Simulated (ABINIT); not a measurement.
# InP (F-43m) in ABINIT: notebook

The runs below take InP through band structure, with LDA, LDA-Teter.

All numbers are computed with ABINIT 10.8.3 (patched build); they aren't measurements. Logs are shortened: lines on timing, memory, paths and dates and some standing lists are left out, and cuts for length are marked. The log counts tension as positive stress, the text compression.

**The experiment to reproduce.**

A printed reference work, data compilation reports, for a bulk crystal of InP at 1.6 K: band gap 1.4236 eV (direct).

The results are compared with them further down.

**1. The crystal as given**

The structure is cubic, space group F-43m (No. 216). The conventional cell has a = 5.861 Å, b = 5.861 Å, c = 5.861 Å, α = 90.00°, β = 90.00°, γ = 90.00°. In (site symmetry -43m) has 4 P at 2.54 Å as nearest neighbours. P (site symmetry -43m) has 4 In at 2.54 Å as nearest neighbours.

**2. Band structure, LDA**

Input file run.abi:

```
# Datasets: ground state, then fixed potential
ndtset 2

# Pseudopotentials
pp_dirpath "./"
pseudos "In_sc.hgh, P.hgh"

# Structure
acell 4.1443528445 4.1443528445 4.1443528445 Angstrom
rprim
     0.0000000000     0.7071067812     0.7071067812
     0.7071067812     0.0000000000     0.7071067812
     0.7071067812     0.7071067812     0.0000000000
ntypat 2
znucl 49 15
natom 2
typat 1 2
xcart
     0.0000000000     0.0000000000     0.0000000000
     8.3067636123     8.3067636123     8.3067636123

# Plane-wave basis
ecut 28.0

# Exchange and correlation
ixc 7

# Bands and occupations
occopt 3
tsmear 0.00183747

# SCF cycle
nstep 100

# Output
iomode 3
prtwf 0
prteig 0
prtebands 0
enunit 1
prtden1 1

# Dataset 1
kptopt1 1
ngkpt1 8 8 8
nshiftk1 1
shiftk1 0.0 0.0 0.0
nband1 13
tolvrs1 1.0e-10

# Dataset 2: bands along G-X-W-K-G-L-U-W-L-K
iscf2 -2
getden2 1
nband2 17
nbdbuf2 2
tolwfr2 1.0e-12
kptopt2 -9
ndivsm2 5
prteig2 1
kptbounds2
     0.0000000000     0.0000000000     0.0000000000
     0.5000000000     0.0000000000     0.5000000000
     0.5000000000     0.2500000000     0.7500000000
     0.3750000000     0.3750000000     0.7500000000
     0.0000000000     0.0000000000     0.0000000000
     0.5000000000     0.5000000000     0.5000000000
     0.6250000000     0.2500000000     0.6250000000
     0.5000000000     0.2500000000     0.7500000000
     0.5000000000     0.5000000000     0.5000000000
     0.3750000000     0.3750000000     0.7500000000
```

Potentials or basis: HGH LDA semicore.

On the command line:

```console
$ abinit run.abi > log 2>&1
```

run.abo:

```text
.Version 10.8.3 of ABINIT
 DATASET    1 : space group F-4 3 m (#216); Bravais cF (face-center cubic)
================================================================================
 Values of the parameters that define the memory need for DATASET  1.
     intxc =       0    ionmov =       0      iscf =       7    lmnmax =       7
     lnmax =       7     mgfft =      40  mpssoang =       3    mqgrid =    3001
     natom =       2  nloc_mem =       1    nspden =       1   nspinor =       1
    nsppol =       1      nsym =      24    n1xccc =       0    ntypat =       2
    occopt =       3   xclevel =       1
       mpw =        2421          nfft =       64000          nkpt =          29
================================================================================
================================================================================

 DATASET    2 : space group F-4 3 m (#216); Bravais cF (face-center cubic)
================================================================================
 Values of the parameters that define the memory need for DATASET  2.
     intxc =       0    ionmov =       0      iscf =      -2    lmnmax =       7
     lnmax =       7     mgfft =      40  mpssoang =       3    mqgrid =    3001
     natom =       2  nloc_mem =       1    nspden =       1   nspinor =       1
    nsppol =       1      nsym =      24    n1xccc =       0    ntypat =       2
    occopt =       3   xclevel =       1
       mpw =        2424          nfft =       64000          nkpt =          87
================================================================================
================================================================================

--------------------------------------------------------------------------------
------------- Echo of variables that govern the present computation ------------
--------------------------------------------------------------------------------
 -outvars: echo values of preprocessed input variables --------
            acell      7.8316918452E+00  7.8316918452E+00  7.8316918452E+00 Bohr
              amu      1.14820000E+02  3.09737620E+01
             ecut      2.80000000E+01 Hartree
           enunit           1
           getden1          0
           getden2          1
             iscf1          7
             iscf2         -2
                       outvar_i_n : Printing only first  50 k-points.
              ixc           7
           jdtset        1    2
                       outvar_i_n : Printing only first  50 k-points.
           kptopt1          1
           kptopt2         -9
         kptrlatt        8    0    0      0    8    0      0    0    8
          kptrlen1     6.26535348E+01
          kptrlen2     3.00000000E+01
            natom           2
            nband1         13
            nband2         17
           nbdbuf1          0
           nbdbuf2          2
           ndtset           2
           ndivsm1          0
           ndivsm2          5
            ngfft          40      40      40
             nkpt1         29
             nkpt2         87
            nstep         100
             nsym          24
           ntypat           2
           occopt           3
        prtebands           0
           prteig1          0
           prteig2          1
            prtwf           0
            rprim      0.0000000000E+00  7.0710678120E-01  7.0710678120E-01
                       7.0710678120E-01  0.0000000000E+00  7.0710678120E-01
                       7.0710678120E-01  7.0710678120E-01  0.0000000000E+00
           shiftk1     0.00000000E+00  0.00000000E+00  0.00000000E+00
           shiftk2     5.00000000E-01  5.00000000E-01  5.00000000E-01
          spgroup         216
           tolvrs1     1.00000000E-10
           tolvrs2     0.00000000E+00
           tolwfr1     0.00000000E+00
           tolwfr2     1.00000000E-12
           tsmear      1.83747000E-03 Hartree
            typat      1  2
                       outvars : Printing only first  50 k-points.
           xangst      0.0000000000E+00  0.0000000000E+00  0.0000000000E+00
                       4.3957500000E+00  4.3957500000E+00  4.3957500000E+00
            xcart      0.0000000000E+00  0.0000000000E+00  0.0000000000E+00
                       8.3067636180E+00  8.3067636180E+00  8.3067636180E+00
             xred      0.0000000000E+00  0.0000000000E+00  0.0000000000E+00
                       7.5000000000E-01  7.5000000000E-01  7.5000000000E-01
[... 205 lines left out ...]
 Non-SCF case, kpt    1 (  0.00000  0.00000  0.00000), residuals and eigenvalues=
  4.36E-13  7.86E-13  3.18E-13  5.14E-13  8.19E-13  6.31E-13  2.93E-13  2.45E-13
  1.69E-13  8.32E-13  3.70E-13  2.80E-13  5.30E-13  5.60E-13  6.02E-13  5.16E-11
  3.93E-13
 -3.4460E-01 -3.4460E-01 -3.4460E-01 -3.3812E-01 -3.3812E-01 -2.5069E-01
  1.7576E-01  1.7576E-01  1.7576E-01  1.9130E-01  3.1972E-01  3.1972E-01
  3.1972E-01  4.7656E-01  5.2490E-01  5.2490E-01  5.8391E-01
 Non-SCF case, kpt    2 (  0.03571  0.00000  0.03571), residuals and eigenvalues=
  7.40E-13  7.35E-13  8.38E-13  5.78E-13  5.87E-13  1.02E-13  6.53E-13  7.35E-13
  6.53E-13  4.14E-13  4.05E-13  9.03E-13  3.11E-13  1.86E-13  2.06E-13  5.58E-11
  4.15E-07
 -3.4471E-01 -3.4454E-01 -3.4454E-01 -3.3812E-01 -3.3810E-01 -2.4996E-01
  1.6248E-01  1.7380E-01  1.7380E-01  2.0447E-01  3.1717E-01  3.2230E-01
  3.2230E-01  4.8069E-01  5.1516E-01  5.2534E-01  5.8551E-01
[... 581 lines left out ...]
 Non-SCF case, kpt   86 (  0.38889  0.38889  0.72222), residuals and eigenvalues=
  1.22E-13  3.52E-13  4.65E-13  4.25E-13  4.85E-13  4.77E-13  1.11E-13  9.25E-13
  5.80E-13  5.11E-13  5.68E-13  2.85E-13  8.50E-13  9.74E-13  7.16E-13  2.08E-07
  7.49E-06
 -3.4970E-01 -3.4119E-01 -3.4023E-01 -3.3883E-01 -3.3728E-01 -1.6344E-01
 -3.5232E-02  4.9878E-02  1.0567E-01  2.5982E-01  3.4340E-01  4.3501E-01
  4.3649E-01  4.7042E-01  5.3259E-01  6.4478E-01  6.8285E-01
 Non-SCF case, kpt   87 (  0.37500  0.37500  0.75000), residuals and eigenvalues=
  4.26E-13  3.48E-13  5.97E-13  5.23E-13  2.15E-13  1.83E-13  3.35E-13  2.20E-13
  3.70E-13  5.62E-13  1.61E-13  5.12E-13  7.42E-13  5.16E-13  4.17E-13  1.70E-08
  2.29E-05
 -3.4953E-01 -3.4049E-01 -3.4009E-01 -3.3837E-01 -3.3677E-01 -1.6150E-01
 -3.6885E-02  5.0765E-02  1.0216E-01  2.5650E-01  3.3233E-01  4.4656E-01
  4.4766E-01  4.7086E-01  5.3831E-01  6.4295E-01  6.8307E-01

--- !ResultsGS
iteration_state: {dtset: 2, }
comment   : Summary of ground state results
lattice_vectors:
- [  0.0000000,   5.5378424,   5.5378424, ]
- [  5.5378424,   0.0000000,   5.5378424, ]
- [  5.5378424,   5.5378424,   0.0000000, ]
lattice_lengths: [   7.83169,    7.83169,    7.83169, ]
lattice_angles: [ 60.000,  60.000,  60.000, ] # degrees, (23, 13, 12)
lattice_volume:   3.3966576E+02
convergence: {deltae:  0.000E+00, res2:  0.000E+00, residm:  9.983E-13, diffor:  0.000E+00, }
etotal    :  -6.28519890E+01
entropy   :   0.00000000E+00
fermie    :   1.84677349E-01
cartesian_stress_tensor: null
pressure_GPa: null
xred      :
- [  0.0000E+00,   0.0000E+00,   0.0000E+00, In]
- [  7.5000E-01,   7.5000E-01,   7.5000E-01,  P]
cartesian_forces: null
force_length_stats: {min: null, max: null, mean: null, }
...

 Integrated electronic density in atomic spheres:
 ------------------------------------------------
 Atom  Sphere_radius  Integrated_density
    1        2.00000          9.92587713
    2        2.00000          2.76694101
================================================================================

 ----iterations are completed or convergence reached----

 Mean square residual over all n,k,spin=   46.018E-14; max=  99.835E-14
 reduced coordinates (array xred) for    2 atoms
       0.000000000000      0.000000000000      0.000000000000
       0.750000000000      0.750000000000      0.750000000000

 cartesian coordinates (angstrom) at end:
    1      0.00000000000000     0.00000000000000     0.00000000000000
    2      4.39575000004719     4.39575000004719     4.39575000004719
 length scales=  7.831691845232  7.831691845232  7.831691845232 bohr
              =  4.144352844500  4.144352844500  4.144352844500 angstroms
 Eigenvalues (   eV  ) for nkpt=  87  k points:
 kpt#   1, nband= 17, wtk=  1.00000, kpt=  0.0000  0.0000  0.0000 (reduced coord)
  -9.37711   -9.37711   -9.37711   -9.20084   -9.20084   -6.82171    4.78276    4.78276
   4.78276    5.20559    8.70000    8.70000    8.70000   12.96790   14.28333   14.28333
  15.88898
 kpt#   2, nband= 17, wtk=  1.00000, kpt=  0.0357  0.0000  0.0357 (reduced coord)
  -9.37993   -9.37538   -9.37538   -9.20076   -9.20019   -6.80176    4.42134    4.72945
   4.72945    5.56402    8.63058    8.77036    8.77036   13.08030   14.01828   14.29521
  15.93260
 kpt#   3, nband= 17, wtk=  1.00000, kpt=  0.0714  0.0000  0.0714 (reduced coord)
  -9.38543   -9.35359   -9.35359   -9.19639   -9.17610   -6.74225    3.90946    4.58242
   4.58242    6.06394    8.44370    8.96978    8.96978   13.33917   13.52473   14.33087
  16.06397
 kpt#   4, nband= 17, wtk=  1.00000, kpt=  0.1071  0.0000  0.1071 (reduced coord)
  -9.38508   -9.31985   -9.31985   -9.20343   -9.17453   -6.64412    3.38757    4.36835
   4.36835    6.55456    8.18498    9.27125    9.27125   12.83792   13.90125   14.39095
  16.28223
 kpt#   5, nband= 17, wtk=  1.00000, kpt=  0.1429  0.0000  0.1429 (reduced coord)
[... 317 lines left out ...]
   3.13128    7.27424    9.46498   11.07037   11.36126   13.31426   14.52914   16.61971
  17.56904
 kpt#  85, nband= 17, wtk=  1.00000, kpt=  0.4028  0.4028  0.6944 (reduced coord)
  -9.50772   -9.29206   -9.26052   -9.20378   -9.17844   -4.53726   -0.91836    1.45207
   2.99471    7.17690    9.52022   11.47583   11.49198   13.02566   14.46409   17.23545
  17.99612
 kpt#  86, nband= 17, wtk=  1.00000, kpt=  0.3889  0.3889  0.7222 (reduced coord)
  -9.51579   -9.28430   -9.25805   -9.22008   -9.17784   -4.44744   -0.95870    1.35725
   2.87556    7.06998    9.34441   11.83719   11.87760   12.80085   14.49240   17.54544
  18.58119
 kpt#  87, nband= 17, wtk=  1.00000, kpt=  0.3750  0.3750  0.7500 (reduced coord)
  -9.51110   -9.26511   -9.25422   -9.20751   -9.16385   -4.39455   -1.00370    1.38139
   2.77998    6.97964    9.04303   12.15162   12.18136   12.81273   14.64808   17.49544
  18.58738

== END DATASET(S) ==============================================================
================================================================================

 -outvars: echo values of variables after computation  --------
            acell      7.8316918452E+00  7.8316918452E+00  7.8316918452E+00 Bohr
           etotal1    -6.2851989006E+01
            fcart1    -0.0000000000E+00 -0.0000000000E+00 -0.0000000000E+00
                      -0.0000000000E+00 -0.0000000000E+00 -0.0000000000E+00
            rprim      0.0000000000E+00  7.0710678120E-01  7.0710678120E-01
                       7.0710678120E-01  0.0000000000E+00  7.0710678120E-01
                       7.0710678120E-01  7.0710678120E-01  0.0000000000E+00
           strten1     2.1811083330E-03  2.1811083330E-03  2.1811083330E-03
                       0.0000000000E+00  0.0000000000E+00  0.0000000000E+00
           xangst      0.0000000000E+00  0.0000000000E+00  0.0000000000E+00
                       4.3957500000E+00  4.3957500000E+00  4.3957500000E+00
             xred      0.0000000000E+00  0.0000000000E+00  0.0000000000E+00
                       7.5000000000E-01  7.5000000000E-01  7.5000000000E-01
 Calculation completed.
```

It took 78 s on 1 thread of Arm Neoverse V1, shared host; peak memory 0.12 GiB.

Results:

- Free energy: -1710.2897 eV
- Band gap on the k mesh: 0.42 eV, direct
- Valence electrons inside the program's atomic spheres: In 9.93; P 2.77

Levels at the corners of the path, in eV from the valence-band top:
```tsv
point	band 5	band 6	band 7	band 8	band 9	band 10	band 11	band 12	band 13	band 14
Γ	-13.98	-11.60	0.00	0.00	0.00	0.42	3.92	3.92	3.92	8.19
X	-13.99	-9.17	-5.93	-2.39	-2.39	1.60	2.10	8.97	9.35	9.35
W	-13.98	-9.08	-5.78	-3.03	-3.01	4.21	4.23	5.38	6.06	9.94
K	-13.95	-9.18	-5.79	-3.40	-2.00	2.20	4.26	7.37	7.40	8.03
Γ	-13.98	-11.60	0.00	0.00	0.00	0.42	3.92	3.92	3.92	8.19
L	-13.96	-9.84	-5.89	-1.01	-1.01	1.26	4.70	4.70	6.93	9.20
U	-13.95	-9.18	-5.79	-3.40	-2.00	2.20	4.26	7.37	7.40	8.03
W	-13.98	-9.08	-5.78	-3.03	-3.01	4.21	4.23	5.38	6.06	9.94
L	-13.96	-9.84	-5.89	-1.01	-1.01	1.26	4.70	4.70	6.93	9.20
K	-13.95	-9.18	-5.79	-3.40	-2.00	2.20	4.26	7.37	7.40	8.03
```

Caveat: the cutoff is too short for stress, so the log's stress isn't used; spin-orbit coupling is left out, which moves the levels of the heavy elements; HGH potentials are hard and often keep d shells in the core, so these values are rough.

**3. Band structure, LDA-Teter**

run.abi, as its differences from that of step 2:

```diff
@@ -5,3 +5,3 @@
 pp_dirpath "./"
-pseudos "In_sc.hgh, P.hgh"
+pseudos "In.LDA_PW-JTH.xml, P.LDA_PW-JTH.xml"
 
@@ -17,11 +17,12 @@
 typat 1 2
-xcart
+xred
      0.0000000000     0.0000000000     0.0000000000
-     8.3067636123     8.3067636123     8.3067636123
+     0.7500000000     0.7500000000     0.7500000000
 
 # Plane-wave basis
-ecut 28.0
+ecut 20.0
+pawecutdg 40.0
 
 # Exchange and correlation
-ixc 7
+ixc 1
 
@@ -29,3 +30,3 @@
 occopt 3
-tsmear 0.00183747
+tsmear 0.05 eV
 
@@ -39,4 +40,7 @@
 prtebands 0
-enunit 1
+enunit 2
 prtden1 1
+prtvha1 1
+prtvclmb1 1
+prtpot1 1
 
@@ -48,3 +52,3 @@
 nband1 13
-tolvrs1 1.0e-10
+tolvrs1 1.0e-9
 
@@ -57,3 +61,3 @@
 kptopt2 -9
-ndivsm2 5
+ndivsm2 8
 prteig2 1
```

Potentials or basis: JTH PAW LDA v2.0.

On the command line:

```console
$ abinit run.abi > log 2>&1
```

Wall time 66 s (1 thread of Arm Neoverse V1, shared host); peak memory 0.14 GiB.

The run converged. Its results:

| Item | Value |
| --- | --- |
| Free energy | -1766.0485 eV |
| Band gap on the k mesh | 0.46 eV, direct |
| Valence electrons inside the program's atomic spheres | In 11.27; P 1.59 |

Levels at the corners of the path, in eV from the valence-band top:
| point | band 7 | band 8 | band 9 | band 10 | band 11 | band 12 |
| --- | --- | --- | --- | --- | --- | --- |
| Γ | 0.00 | 0.00 | 0.00 | 0.46 | 3.95 | 3.95 |
| X | -5.89 | -2.37 | -2.37 | 1.60 | 2.11 | 8.97 |
| W | -5.74 | -3.01 | -2.99 | 4.18 | 4.25 | 5.39 |
| K | -5.74 | -3.38 | -1.98 | 2.20 | 4.26 | 7.36 |
| Γ | 0.00 | 0.00 | 0.00 | 0.46 | 3.95 | 3.95 |
| L | -5.85 | -1.00 | -1.00 | 1.29 | 4.70 | 4.70 |
| U | -5.74 | -3.38 | -1.98 | 2.20 | 4.26 | 7.36 |
| W | -5.74 | -3.01 | -2.99 | 4.18 | 4.25 | 5.39 |
| L | -5.85 | -1.00 | -1.00 | 1.29 | 4.70 | 4.70 |
| K | -5.74 | -3.38 | -1.98 | 2.20 | 4.26 | 7.36 |

Caveat: the cutoff is too short for stress, so the log's stress isn't used; spin-orbit coupling is left out, which moves the levels of the heavy elements.

**4. Comparison with measurements**

Step 3. A measured gap of InP is 1.4236 eV (direct; 1.6 K; a printed reference work, data compilation); the calculated 0.46 eV misses it by -0.96 eV. Spin-orbit coupling on In is left out. The value is that of LDA-Teter, without temperature or zero-point motion. Semilocal functionals fall short of measured gaps as a rule.
